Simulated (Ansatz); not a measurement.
# ZrC (WC type): response to moved atoms and strain

How does ZrC (WC type) push back when it is distorted? Each run changes the relaxed cell in one way. The cell was built by placing the elements on the sites of a structure type; the runs don't test whether it is the stable form.

Program: Ansatz 0.2.0. Level of theory: DFT r²SCAN, scalar-relativistic, plane waves, PAW. These are calculated values, not measurements.

2 further runs of the same task are left out: 1 that didn't finish, 1 set aside as unsound or not needed. Runs told in other sessions of the task aren't counted.

## 1. Starting point

Symmetry: P-6m2, No. 187, hexagonal system. Conventional cell: a = 3.273 Å, b = 3.273 Å, c = 2.931 Å, α = 90.00°, β = 90.00°, γ = 120.00°. Zr (site symmetry -6m2) has 6 C at 2.39 Å in its first shell of neighbours. C (site symmetry -6m2) is surrounded by 6 Zr at 2.39 Å.

As a file:

```xyz
2
Lattice="3.2729 0.0000 0.0000 -1.6365 2.8344 0.0000 0.0000 0.0000 2.9310" Properties=species:S:1:pos:R:3 pbc="T T T"
Zr    0.0000    0.0000    0.0000
C     1.6365    0.9448    1.4655
```

This cell comes from an earlier session at r²SCAN: 13.595 Å³/atom at 0.03 GPa, on a 12×12×12 mesh.

The changes: atom 1 (Zr) moved 0.05 Å along x; strain e6 = -0.02, atoms carried along; all atoms moved at random (σ = 0.06 Å), cell strained at random (1 %).

## 2. Atom 1 (Zr) moved 0.05 Å along x

File input.yaml:

```yaml
crystal:
  lattice:
    - [3.272919481, 0.0, 0.0]
    - [-1.6364597405, 2.8344314151, 0.0]
    - [0.0, 0.0, 2.9310467534]
  atoms:
    - { symbol: Zr, position: [0.0152768806, 0.0, 0.0] }
    - { symbol: C, position: [0.6666666667, 0.3333333333, 0.5] }
basis:
  ecutwfc: 500
  ecutrho_ratio: 4
kpoints:
  mp_grid: { grid: [12, 12, 12] }
hamiltonian:
  xc: r2scan
scf:
  occupations: { method: gaussian, width: 0.05 }
output:
  forces: true
  stress: true
  eigenvalues: true
  write_density: true
  write_potential: true
  elf: true
  volumetric_format: npy
```

Command:

```console
> ansatz run input.yaml --threads 2 --pin off --max-ram 2662MiB --backend cpu --events-out ev --progress --plain --runs-dir out
```

Standard output:

```text
Warning: RAYON_NUM_THREADS=2 ignored (pool sized by the plan → 2); use --threads N
Engine: ansatz 0.2.0, aarch64-unknown-linux-gnu
Pseudopotentials: kind: paw
Pseudopotential: Zr, paw, valence charge 12, recommended cutoff 500 eV (meta_gga), Zr.paw.azcp
Pseudopotential: C, paw, valence charge 4, recommended cutoff 500 eV (meta_gga), C.paw.azcp
Functional definition: r2SCAN
  parameter k0 = 0.174
  parameter k1 = 0.065
  parameter a1 = 4.9479
  exchange = r2scan_x(k0 = k0, k1 = k1, a1 = a1)
  correlation = r2scan_c
Crystal: 2 atoms, lattice volume = 27.191 Å³
Basis set: ecut = 500 eV, 665 PW (Γ), exchange–correlation on 96×96×96 points (64 copies of the dense FFT grid, shifted against one another)
Bands: 12, of which v1, the nominal top of the filled ones, is band 8 counted from 1 (7 counted from 0)
Symmetry: 2 space group operations
Space group: Pm (ITA 6), of the structure as read, at distance tolerance 3.0e-5 Å
k-points: 518 of 1728 (time reversal used)
Non-local potential: Zr, projectors of the file, l = 0: 3, l = 1: 2, l = 2: 2, l = 3: 2
Non-local potential: C, projectors of the file, l = 0: 2, l = 1: 2, l = 2: 1
PAW form: soft (Blöchl's): semilocal exchange-correlation on the pseudo side does not see the compensation charge
PAW frozen core: Zr, regenerated for the run's functional (the file was generated under x = pbe(κ = 0.804, μ = 0.2195149727645171), c = pbe(β = 0.06672455060314922))
PAW frozen core: C, regenerated for the run's functional (the file was generated under x = pbe(κ = 0.804, μ = 0.2195149727645171), c = pbe(β = 0.06672455060314922))
PAW one-centre angular grid: Zr, 590 points (default); XC on 160 Gauss nodes
PAW one-centre angular grid: C, 302 points (default); XC on 239 of its mesh's 2573 points in the sphere
Initial density: superposition of atomic densities (neutral atoms: chi_scale 0, normalization atom), corrected by the library's trained network
Initial wavefunctions: pseudopotential atomic-orbital guess
Functional: x = r2scan, c = r2scan; τ floored in thin density (d = 2e-4 eV/Å³)
SCF iter   1: F=—  HF=-4447.134349 eV  |F-HF|=—  |Δ(HF+E_count)|=         —  Δρ=1.33e-2  dr2=6.06e-2  dr2_τ=1.12e-1  ethr=1.77e-3  ⟨swp⟩=5.9  Hψ=32513  notcnv=0
preconditioner: auto → none  [metal: Δε(μ)=0.010 eV  Ē_g=8.554 eV  σ=0.050 eV  W_gap=0.11  n_scr=8 (ndim 8)  ℏωp=20.1 eV  f_vac=0.000  D(μ)=0.30/eV (n_scr^D=0)  sad-step TF]
SCF iter   2: F=—  HF=-4447.183441 eV  |F-HF|=—  |Δ(HF+E_count)|=   4.91e-2  Δρ=7.57e-3  dr2=1.58e-2  dr2_τ=7.89e-4  ethr=3.79e-4  ⟨swp⟩=2.0  Hψ=14504  notcnv=0
SCF iter   3: F=—  HF=-4447.184736 eV  |F-HF|=—  |Δ(HF+E_count)|=   1.29e-3  Δρ=1.01e-3  dr2=2.13e-4  dr2_τ=2.68e-5  ethr=9.86e-5  ⟨swp⟩=2.2  Hψ=9911  notcnv=0
SCF iter   4: F=—  HF=-4447.185038 eV  |F-HF|=—  |Δ(HF+E_count)|=   3.03e-4  Δρ=3.56e-4  dr2=3.99e-5  dr2_τ=3.03e-6  ethr=1.33e-6  ⟨swp⟩=2.0  Hψ=9903  notcnv=0
SCF iter   5: F=—  HF=-4447.185041 eV  |F-HF|=—  |Δ(HF+E_count)|=   2.58e-6  Δρ=1.44e-4  dr2=7.50e-6  dr2_τ=5.43e-7  ethr=2.49e-7  ⟨swp⟩=2.0  Hψ=8245  notcnv=0
SCF iter   6: F=—  HF=-4447.185042 eV  |F-HF|=—  |Δ(HF+E_count)|=   8.47e-7  Δρ=2.41e-5  dr2=1.14e-7  dr2_τ=4.54e-8  ethr=4.68e-8  ⟨swp⟩=2.0  Hψ=8280  notcnv=0
SCF iter   7: F=-4447.185042 eV  HF=-4447.185042 eV  |F-HF|=7.88e-9  |Δ(HF+E_count)|=   1.01e-7  Δρ=8.92e-6  dr2=1.49e-8  dr2_τ=8.52e-10  ethr=6.25e-10  ⟨swp⟩=9.6  Hψ=41886  notcnv=0
SCF 1 converged in 7 iterations: F = -4447.185042 eV  dr2 = 1.49e-8
SCF converged after 7 iterations
Free energy (F): -4447.185042 eV
Harris-Foulkes:  -4447.185042 eV  (|F-HF|=7.88e-9)
Internal energy: -4447.184674 eV  (E = F + TS)
E sigma→0 (E₀):  -4447.184858 eV
Entropy (-TS):   -0.000368 eV (-0.184 meV/atom)
Fermi energy:    14.062928 eV
--- Per-component energies (eV) ---
  E_band       = -70.882953
  E_kinetic    = 421.300130
  E_local      = -637.591426  (includes V_loc(G=0)·N_el)
  E_nonlocal   = 104.386715
  E_hartree    = 194.388710
  E_xc         = -204.029043
  E_vxc        = -277.367198  (∫ρ·V_xc dr)
  E_paw        = -3070.698708  (= ΣΔE_a)
  E_vpaw       = -86.074421  (= ΣTr[D̂ρ^β])
  E_aug_tail   = 0.000012  (compensation charges beyond the density's cutoff)
  E_vtau       = 15.684265  (kinetic-family band-sum trace: ∫τ·v_τ [+ j·A + Jᵃ·Aᵃ] dr)
  E_ewald      = -1254.751550
  E_core_change = -0.189515  (= ΣΔE_core)
  E_smearing   = -0.000368  (= −TS)
  E_closure    = -0.000000  (closes the sum)
  Σ components = -4447.185042   (vs F -4447.185042, Δ=0.00e0)
--- Forces (eV/Å), atoms counted from 1 ---
  atom   1  Zr    -0.21748134    -0.03788007     0.00000000
  atom   2  C      0.21747780     0.03787803     0.00000000
  max |Σ_I F_I| component: 3.54e-6 eV/Å
--- Stress (GPa, compression-positive) ---
       -0.233974       0.915334       0.000000
        0.915335      -0.220114       0.000000
        0.000000       0.000000       0.889222
  P = ⅓ Tr σ = 0.1450 GPa (1.450 kbar)
--- Band table (eV; the first three rows and the last of 518) ---
  k-point 0: bands = ["-35.9017", "-13.0116", "-12.9910", "-12.5910", "2.3680", "12.3004", "12.4147", "12.9471", "15.8788", "19.5003", "19.5704", "19.6932"]
  k-point 1: bands = ["-35.8924", "-13.0030", "-12.9820", "-12.6838", "2.5139", "12.3784", "12.4765", "12.8606", "15.8800", "18.6367", "18.8801", "19.8843"]
  k-point 2: bands = ["-35.8667", "-12.9797", "-12.9575", "-12.9303", "2.9263", "12.3421", "12.6206", "12.6747", "16.2363", "17.5112", "17.8018", "20.2717"]
  k-point 517: bands = ["-35.6814", "-13.6531", "-13.5267", "-13.0009", "4.4394", "10.2296", "11.5147", "11.7486", "16.5089", "19.6800", "20.8889", "21.1821"]
```

Run time: 26 s. Hardware: 2 threads of Arm Neoverse V1, shared host; peak memory 0.59 GiB.

This gives: volume 13.595 Å³/atom, pressure 0.15 GPa, no gap.

Forces on the atoms, as numbers:

| atom | x (eV/Å) | y (eV/Å) | z (eV/Å) |
| --- | --- | --- | --- |
| Zr1 | -0.217 | -0.038 | 0.000 |
| C2 | 0.217 | 0.038 | 0.000 |

Density in a lattice plane of the grid's cell (edges 3.27 and 2.93 Å, at 0.000 of the third edge), which holds Zr.

Ten even steps from ' ' (0.15 e/Å³) to '@' (4.03 e/Å³):
```
%%%%@@@@%%**--..                    ::==##@@@@@@
@@@@@@@@##++--..                    ..--++%%@@@@
@@%%%%##++--::                      ..::==**##%%
****++==--::..                        ..::--==++
----::::....                            ....::::
......                                        ..
                                                
                                                
                                                
                                                
                                                
......                                        ..
----::::....                            ....::::
****++==--::..                        ..::--==++
@@%%%%##++--::                      ..::==**##%%
@@@@@@@@##++--..                    ..--++%%@@@@
%%%%@@@@%%**--..                    ::==##@@@@@@
**##%%@@@@**==..                  ..::==##@@@@%%
```
Columns run along the first of these edges and rows up along the second, over one cell in 24 and 18 even steps from the bottom left corner. Atoms in the plane (fractional): Zr at (0.02, 0.00).

ELF in the same plane.

Ten even steps from '0' (0.00) to '9' (0.80):
```
125899863111221113799974
667999742112332112589987
999998532123443212468999
999875322245665321246899
877643223467776532223567
443322235678888753211233
211122356788988875321111
111223567899999876532111
111234578899999887542211
111223567899999876532111
211122356788988875321111
443322235678888753211233
877643223467776532223567
999875322245665321246899
999998532123443212468999
667999742112332112589987
125899863111221113799974
003699863111111123799952
```
Columns run along the first of these edges and rows up along the second, over one cell in 24 and 18 even steps from the bottom left corner. Atoms in the plane (fractional): Zr at (0.02, 0.00).

Both are smooth fields of the valence electrons: close to the nuclei they are not physical.

Maxima of ELF outside the ion cores: 0.84 beside C, off the lines to its neighbours, 0.7 Å from C; 0.83 in the shell around C, 0.7 Å from C.

ELF in the plane through atom 1 (Zr) and two of its nearest C neighbours, 7.2 Å on a side, that atom in the middle and its first bond to the right.

Ten even steps from ' ' (0.02) to '@' (0.83):
```
--::....::--==******++----======--..    ....  ..##
........::==++==::..::==##%%@@%%##==..        ..**
......--%%@@@@@@##::::##@@%%%%@@@@##==..        ::
......**@@++..**@@==--%%%%--  ++@@%%++::          
      **@@%%++%%@@==--@@@@**==##@@%%==..          
      ::##@@@@%%==..--##@@@@@@@@%%++--::......    
          ..::........::----==++==--==++****==::..
          ..........--**##**::..::++##%%@@@@%%++::
....    ..........--%%%%##@@%%--::##@@##**%%@@%%++
++==::..  ....  ..**@@++  ++@@++--%%%%--  ++@@%%**
@@%%**::..        ==@@@@##%%%%----%%@@%%**%%@@##==
%%@@%%++::          ==####**--..--**%%@@@@%%##==--
==@@@@**::              ..........::::::::------==
##@@%%++::..        ............==%%@@%%==..::**%%
%%##++--::::::....    ......  ==@@%%++##@@==::##@@
------==**####++--..    ..    ++@@**..++@@++--%%@@
....++%%@@@@@@@@##--..        --%%@@@@@@%%----%%@@
++::##@@##==##@@@@**::          ::==++==::..::==**
**::%%@@++  ==%%@@**::                ........::--
```
Atoms in the plane (Å from the middle): C (-2.1, -3.5), Zr (1.8, -2.3), C (2.4, 0.0), Zr (0.0, 0.0), C (0.5, 2.3), Zr (-1.8, 2.3).

## 3. Strain e6 = -0.02, atoms carried along

File input.yaml:

```yaml
crystal:
  lattice:
    - [3.272919481, -0.0327291948, 0.0]
    - [-1.6648040547, 2.8507960125, 0.0]
    - [0.0, 0.0, 2.9310467534]
  atoms:
    - { symbol: Zr, position: [0.0, 0.0, 0.0] }
    - { symbol: C, position: [0.6666666667, 0.3333333333, 0.5] }
basis:
  ecutwfc: 500
  ecutrho_ratio: 4
kpoints:
  mp_grid: { grid: [12, 12, 12] }
hamiltonian:
  xc: r2scan
scf:
  occupations: { method: gaussian, width: 0.05 }
output:
  forces: true
  stress: true
  eigenvalues: true
```

Command:

```console
> ansatz run input.yaml --threads 2 --pin off --max-ram 2662MiB --backend cpu --events-out ev --progress --plain --runs-dir out
```

Standard output, cut to the lines that bear on the results:

```text
Warning: RAYON_NUM_THREADS=2 ignored (pool sized by the plan → 2); use --threads N
[...]
[... 4 set-up lines as earlier in the session ...]
[...]
Crystal: 2 atoms, lattice volume = 27.188 Å³
Basis set: ecut = 500 eV, 667 PW (Γ), exchange–correlation on 96×100×96 points (64 copies of the dense FFT grid, shifted against one another)
Bands: 12, of which v1, the nominal top of the filled ones, is band 8 counted from 1 (7 counted from 0)
[... 2 set-up lines as earlier in the session ...]
k-points: 518 of 1728 (time reversal used)
[...]
SCF iter   1: F=—  HF=-4447.135138 eV  |F-HF|=—  |Δ(HF+E_count)|=         —  Δρ=1.34e-2  dr2=6.05e-2  dr2_τ=1.12e-1  ethr=1.77e-3  ⟨swp⟩=5.9  Hψ=32503  notcnv=0
[...]
SCF iter   7: F=-4447.185770 eV  HF=-4447.185770 eV  |F-HF|=8.72e-9  |Δ(HF+E_count)|=   1.08e-7  Δρ=9.71e-6  dr2=1.75e-8  dr2_τ=1.11e-9  ethr=6.25e-10  ⟨swp⟩=5.4  Hψ=29106  notcnv=0
[...]
SCF converged after 7 iterations
Free energy (F): -4447.185770 eV
[...]
E sigma→0 (E₀):  -4447.185486 eV
Entropy (-TS):   -0.000566 eV (-0.283 meV/atom)
Fermi energy:    14.078380 eV
[...]
--- Forces (eV/Å), atoms counted from 1 ---
  atom   1  Zr    -0.06918140    -0.00309593     0.00000000
  atom   2  C      0.06918185     0.00309208    -0.00000000
[...]
--- Stress (GPa, compression-positive) ---
       -0.064443       2.512124       0.000000
        2.512124       0.032113      -0.000000
        0.000000      -0.000000       0.243633
  P = ⅓ Tr σ = 0.0704 GPa (0.704 kbar)
--- Band table (eV; the first three rows and the last of 518) ---
  k-point 0: bands = ["-35.9021", "-13.0100", "-12.9918", "-12.5897", "2.3688", "12.2454", "12.4769", "12.9362", "15.8845", "19.5168", "19.5567", "19.7618"]
[...]
```

It took 21 s on 2 threads of Arm Neoverse V1, shared host; peak memory 0.6 GiB.

Read off: volume 13.594 Å³/atom, pressure 0.07 GPa, metallic.

Forces on the atoms, as numbers:

| atom | x (eV/Å) | y (eV/Å) | z (eV/Å) |
| --- | --- | --- | --- |
| Zr1 | -0.069 | -0.003 | 0.000 |
| C2 | 0.069 | 0.003 | 0.000 |

## 4. All atoms moved at random (σ = 0.06 Å), cell strained at random (1 %)

File input.yaml:

```yaml
crystal:
  lattice:
    - [3.2635734715, -0.015685761, -0.0096766268]
    - [-1.6453710033, 2.8012208169, 0.0212856208]
    - [-0.008665855, 0.0170079356, 2.9232484313]
  atoms:
    - { symbol: Zr, position: [-0.0067709214, -0.0240157385, 0.0188492181] }
    - { symbol: C, position: [0.6734375881, 0.3573490718, 0.4811507819] }
basis:
  ecutwfc: 500
  ecutrho_ratio: 4
kpoints:
  mp_grid: { grid: [12, 12, 12] }
hamiltonian:
  xc: r2scan
scf:
  occupations: { method: gaussian, width: 0.05 }
output:
  forces: true
  stress: true
  eigenvalues: true
```

Command:

```console
> ansatz run input.yaml --threads 2 --pin off --max-ram 2662MiB --backend cpu --events-out ev --progress --plain --runs-dir out
```

Standard output, cut to the lines that bear on the results:

```text
Warning: RAYON_NUM_THREADS=2 ignored (pool sized by the plan → 2); use --threads N
[...]
[... 4 set-up lines as earlier in the session ...]
[...]
Crystal: 2 atoms, lattice volume = 26.648 Å³
Basis set: ecut = 500 eV, 659 PW (Γ), exchange–correlation on 96×96×96 points (64 copies of the dense FFT grid, shifted against one another)
Bands: 12, of which v1, the nominal top of the filled ones, is band 8 counted from 1 (7 counted from 0)
Symmetry: 1 space group operations
Space group: P1 (ITA 1), of the structure as read, at distance tolerance 3.0e-5 Å
k-points: 868 of 1728 (time reversal used)
[...]
SCF iter   1: F=—  HF=-4447.065430 eV  |F-HF|=—  |Δ(HF+E_count)|=         —  Δρ=1.48e-2  dr2=7.98e-2  dr2_τ=1.29e-1  ethr=1.77e-3  ⟨swp⟩=5.9  Hψ=54646  notcnv=0
[...]
SCF iter   6: F=-4447.118998 eV  HF=-4447.118998 eV  |F-HF|=3.92e-8  |Δ(HF+E_count)|=   1.69e-6  Δρ=1.87e-5  dr2=5.89e-8  dr2_τ=1.18e-8  ethr=6.25e-10  ⟨swp⟩=4.2  Hψ=48889  notcnv=0
[...]
SCF converged after 6 iterations
Free energy (F): -4447.118998 eV
[...]
E sigma→0 (E₀):  -4447.118839 eV
Entropy (-TS):   -0.000317 eV (-0.158 meV/atom)
Fermi energy:    14.415322 eV
[...]
--- Forces (eV/Å), atoms counted from 1 ---
  atom   1  Zr    -0.10502081     0.97184045    -0.11391542
  atom   2  C      0.10504045    -0.97184430     0.11412231
[...]
--- Stress (GPa, compression-positive) ---
        1.333190       1.936896      -0.232156
        1.936895       9.495044       0.019930
       -0.232156       0.019923       8.971669
  P = ⅓ Tr σ = 6.6000 GPa (66.000 kbar)
--- Band table (eV; the first three rows and the last of 868) ---
  k-point 0: bands = ["-35.4862", "-12.5950", "-12.5447", "-12.1994", "2.6612", "12.3928", "12.6856", "13.2720", "16.3681", "19.5697", "20.0439", "20.0527"]
[...]
```

Run time: 30 s. Hardware: 2 threads of Arm Neoverse V1, shared host; peak memory 0.75 GiB.

In short: volume 13.324 Å³/atom, pressure 6.60 GPa, metallic.

Forces on the atoms, as numbers:

| atom | x (eV/Å) | y (eV/Å) | z (eV/Å) |
| --- | --- | --- | --- |
| Zr1 | -0.105 | 0.972 | -0.114 |
| C2 | 0.105 | -0.972 | 0.114 |

## 5. Results

| change | change of free energy (meV/atom) | largest force (eV/Å) | largest change of stress (GPa) |
| --- | --- | --- | --- |
| atom 1 (Zr) moved 0.05 Å along x | 2.49 | 0.221 | 0.92 |
| strain e6 = -0.02, atoms carried along | 2.13 | 0.069 | 2.51 |
| all atoms moved at random (σ = 0.06 Å), cell strained at random (1 %) | 35.51 | 0.984 | 9.51 |

Moving atom 1 by 0.05 Å meets a restoring force of 0.217 eV/Å along the move, a force constant of about 4.3 eV/Å². The strain e6 = -0.02 changes that stress component by +2.51 GPa (compression positive), a ratio of 126 GPa; that is a secant over a finite strain with the atoms carried along, not the elastic constant. No change lowers the energy by more than 0.5 meV/atom; other distortions weren't tried.
